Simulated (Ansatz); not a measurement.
# ZnO under several functionals and dispersion corrections (calculated)

Starting cell:

```
Zn O
1.0
     3.24198    0.00000    0.00000
    -1.62099    2.80764    0.00000
     0.00000    0.00000    5.22764
Zn O
2 2
Direct
  0.33333 0.66667 0.00145
  0.66667 0.33333 0.50145
  0.33333 0.66667 0.38065
  0.66667 0.33333 0.88065
```

Ansatz, plane waves and PAW, scalar-relativistic (no spin–orbit coupling), 8×8×6 k-mesh. No spin polarisation. In the setting of the table the starting cell (space group P6_3mc) has 3.242 × 3.242 × 5.228 Å, angles 90.0 / 90.0 / 120.0°. Each functional was followed to zero pressure with shape and atoms relaxed, then fitted over four more volumes within ±4 % of it.

Problem. What cell, stiffness and gap does each give?

Solution. 
| functional | V0 (Å³/atom) | cell | B0 (GPa) | B′ from the pressures | gap on the mesh | cutoff (eV) |
| --- | --- | --- | --- | --- | --- | --- |
| RPBE | 12.76 | 3.319 × 3.319 × 5.352 Å, angles 90.0 / 90.0 / 120.0° | 116 | 4.4 | 0.80 eV | 420 |
| RPBE + D4 | 12.06 | 3.257 × 3.257 × 5.252 Å, angles 90.0 / 90.0 / 120.0° | 129 | 4.4 | 0.88 eV | 420 |
| PBEsol | 11.78 | 3.232 × 3.232 × 5.211 Å, angles 90.0 / 90.0 / 120.0° | 145 | 4.5 | 0.70 eV | 420 |
| revPBE + D3(BJ) | 12.08 | 3.258 × 3.258 × 5.258 Å, angles 90.0 / 90.0 / 120.0° | 132 | 4.4 | 0.85 eV | 420 |
| PBE + D4 | 12.03 | 3.252 × 3.252 × 5.247 Å, angles 90.0 / 90.0 / 120.0° | 136 | 4.4 | 0.78 eV | 420 |

The volumes span 8.4 %, from PBEsol to RPBE. The stiffness doesn't follow the volume steadily: stiffest PBEsol (145 GPa at 11.78 Å³/atom), softest RPBE (116 GPa at 12.76 Å³/atom), yet revPBE + D3(BJ) is stiffer than RPBE + D4 in a larger cell (132 against 129 GPa). Adding D4 to RPBE pulls the cell in by 5.5 %.

Caveats: gaps at these levels are rough, and mostly too small.

Points behind the fit for PBE + D4:

```json
{"V (Å³/atom)": "11.534", "E − Emin (meV/atom)": "9.12", "P (GPa)": "6.22"}
{"V (Å³/atom)": "11.774", "E − Emin (meV/atom)": "2.29", "P (GPa)": "2.99"}
{"V (Å³/atom)": "12.014", "E − Emin (meV/atom)": "0.00", "P (GPa)": "0.11"}
{"V (Å³/atom)": "12.255", "E − Emin (meV/atom)": "1.77", "P (GPa)": "-2.47"}
{"V (Å³/atom)": "12.495", "E − Emin (meV/atom)": "7.33", "P (GPa)": "-4.80"}
```
